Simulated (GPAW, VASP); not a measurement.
Given: the input of a run of GPAW 26.7.0 (ASE script) on Pb (Lead). 

The input run.py:

```python
from ase.dft.bandgap import bandgap
from ase.io import read, write
from ase.units import Bohr, GPa
from gpaw import GPAW, PW
from gpaw.elf import elf_from_dft_calculation

atoms = read('POSCAR')

calc = GPAW(mode=PW(600),
            xc='PBE',
            kpts={'size': (9, 9, 9), 'gamma': True},
            occupations={'name': 'methfessel-paxton', 'order': 0, 'width': 0.017},
            nbands=14,
            convergence={'density': 1e-05, 'energy': 1e-05},
            maxiter=150,
            txt='gpaw.txt')
atoms.calc = calc
energy = atoms.get_potential_energy()
forces = atoms.get_forces()
stress = atoms.get_stress()
calc.write('gs.gpw')
write('result.traj', atoms)
print(f'Energy: {energy:.6f} eV')
print('Forces (eV/A):')
print(forces.round(4))
print('Stress (GPa):', (stress / GPa).round(3))
print('Fermi level:', round(calc.get_fermi_level(), 4), 'eV')
print(f'Gap: {bandgap(calc)[0]:.4f} eV, direct: {bandgap(calc, direct=True)[0]:.4f} eV')

# fields on the real-space grid
write('density.cube', atoms, data=calc.get_pseudo_density() * Bohr**3)
write('potential.cube', atoms, data=calc.get_electrostatic_potential())
write('elf.cube', atoms, data=elf_from_dft_calculation(calc).data)
```

File POSCAR:

```
Pb
1.0
    0.0000000000      2.4750200000      2.4750200000
    2.4750200000      0.0000000000      2.4750200000
    2.4750200000      2.4750200000      0.0000000000
Pb
1
Direct
    0.0000000000      0.0000000000      0.0000000000
```

Potentials or basis: GPAW PAW data sets (gpaw-data 1.2.1), pw.

Run with:

```bash
$ OMP_NUM_THREADS=1 python run.py
```

Q: Set up the same calculation for VASP 6.6.1. Potentials or basis there: PBE PAW files Pb_d, 520 eV.

A: As run (cutoffs and basis follow the program's own potentials, and thresholds, step limits or extra output files can differ):

INCAR

```
SYSTEM = Pb
PREC = Accurate ; ENCUT = 520
EDIFF = 1E-7 ; ISMEAR = 0
SIGMA = 0.017 ; LREAL = .False.
LASPH = .True. ; NELM = 100
ALGO = Fast ; ISIF = 2
LWAVE = .False. ; LCHARG = .False.
GGA = PE
```

The input KPOINTS:

```
Automatic mesh
0
Gamma
  9 9 9
  0 0 0
```

File POSCAR:

```
Pb
1.0
    0.0000000000      2.4750200000      2.4750200000
    2.4750200000      0.0000000000      2.4750200000
    2.4750200000      2.4750200000      0.0000000000
Pb
1
Direct
    0.0000000000      0.0000000000      0.0000000000
```

Potentials or basis: VASP PAW PBE potentials, release 64 (Pb_d).

Command:

```console
$ cat potpaw_PBE.64/Pb_d/POTCAR > POTCAR
$ mpirun -np 1 vasp_std > vasp.out
```

Both were run:

|  | GPAW | VASP |
| --- | --- | --- |
| Pressure | 2.0 GPa | 2.2 GPa |

Pressure is positive in compression.
